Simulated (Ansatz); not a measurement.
# Relaxing InAs

Level of theory: Ansatz 0.2.0, DFT PBE, scalar-relativistic, plane waves, PAW. (420 eV cutoff, 14×14×14 k-mesh, Gaussian smearing of 0.10 eV, no spin polarisation)

What was changed: relaxed at 30 GPa.

The real crystal has changed phase below this pressure.

Command:

```bash
ansatz run input.yaml --threads 1 --pin off --max-ram 2560MiB --backend cpu --events-out ev --progress --plain --runs-dir out
```

Input:

```yaml
crystal:
  lattice:
    - [0.0, 2.8223373212, 2.8223373212]
    - [2.8223373212, 0.0, 2.8223373212]
    - [2.8223373212, 2.8223373212, 0.0]
  atoms:
    - { symbol: In, position: [0.75, 0.75, 0.75] }
    - { symbol: As, position: [0.0, 0.0, 0.0] }
basis:
  ecutwfc: 420
kpoints:
  mp_grid: { grid: [14, 14, 14] }
hamiltonian:
  xc: pbe
scf:
  occupations: { method: gaussian, width: 0.1 }
output:
  forces: true
  stress: true
  eigenvalues: true
  write_density: true
  write_potential: true
  elf: true
  volumetric_format: npy
relax:
  adjacent_minimum: "off"
  f_tol: 0.008
  max_steps: 50
  cell: { stress_tol: 0.08, p_target: 30.0 }
```

F is the free energy. Steps run on the plane waves of an earlier cell, but the last one, and at times one on the way, on a freshly chosen basis, so a repeated geometry can differ a little in energy. The relaxation lowers the enthalpy F + PV at the target pressure, so F itself can rise.

Steps:

```
step F − F(1) (eV) largest force component (eV/Å) V (Å³/atom) P (GPa)
   1         0.0000                           0.000       22.482    25.49
   2         0.4261                           0.000       21.331    34.29
   3         0.2083                           0.000       21.876    29.85
   4         0.2154                           0.000       21.857    30.00
   5         0.2158                           0.000       21.857    30.00
```

Relaxed structure:

```yaml
crystal:
  lattice:
    - [0.00000, 2.79597, 2.79597]
    - [2.79597, 0.00000, 2.79597]
    - [2.79597, 2.79597, 0.00000]
  atoms:
    - { symbol: In, position: [0.75000, 0.75000, 0.75000] }
    - { symbol: As, position: [0.00000, 0.00000, 0.00000] }
```

The structure is cubic, space group F-43m (No. 216). The conventional cell has a = 5.592 Å, b = 5.592 Å, c = 5.592 Å, α = 90.00°, β = 90.00°, γ = 90.00°. Around In (site symmetry -43m) lie 4 As at 2.42 Å. As (site symmetry -43m) has 4 In at 2.42 Å as nearest neighbours.

The run converged. Time: 28 s on 1 thread of AMD EPYC 7R13 Processor (Zen 3), on a shared host, peak memory 0.48 GiB.